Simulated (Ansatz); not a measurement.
Recipe of this trial structure of C: 4-connected net of one element (P6_522, No. 179). Lengths were set from tabulated atomic sizes, so they are only a guess.

```cif
data_structure
_symmetry_space_group_name_H-M 'P6_522'
_symmetry_Int_Tables_number 179
_cell_length_a 4.8359
_cell_length_b 4.8359
_cell_length_c 3.2861
_cell_angle_alpha 90.000
_cell_angle_beta 90.000
_cell_angle_gamma 120.000
_cell_volume 66.55
loop_
_atom_site_label
_atom_site_type_symbol
_atom_site_symmetry_multiplicity
_atom_site_Wyckoff_symbol
_atom_site_fract_x
_atom_site_fract_y
_atom_site_fract_z
_atom_site_occupancy
C1 C 6 a 0.28984 0.00000 0.00000 1
C2 C 6 b 0.40823 0.81646 0.75000 1
```

All numbers below come from Ansatz 0.2.0, DFT PBE, scalar-relativistic, plane waves, PAW. Cutoff 420 eV, Gaussian smearing, Γ-centred meshes. Cell and atoms relax first on a coarse mesh and then on a converged one. In between, the cell is made exact in the group found at 0.06 Å. The steps can't lower the symmetry of their start. No spin polarisation.

A guess keeps its type if space group and coordination stay and the shape of the cell changes little (axis ratios within about 15 %, angles within 6°); the volume may change.

Q: Does it keep its structure type, or change into something else?

A: It keeps its type. The symmetry stays P6_522 (No. 179). The volume per atom grows by 8.2 %, from 5.5 to 6.0 Å³. The shortest distance goes from 1.50 Å (C–C) to 1.53 Å (C–C). The ratio c/a of the conventional cell changes by a factor of 1.03. Counting neighbours within 15 % of an atom's shortest distance, the start has C 4 and the end C 4.

Energies count from the standard state of C at the same level.

Q: At what energy does it end?

A: +0.524 eV/atom. It lies above the standard state, so it could only be metastable.

The last run used a 6×6×8 mesh (in the run's order of axes) for its 12-atom cell and Gaussian smearing of 0.02 eV. The reference form of C is held partly by dispersion forces, which this level lacks. Symmetry constrained the relaxation, so the result can be a saddle point. Another cell of C relaxed alike, in P6_3/mmc, lies 0.36 eV/atom lower, so this cell isn't the stable form at this level.
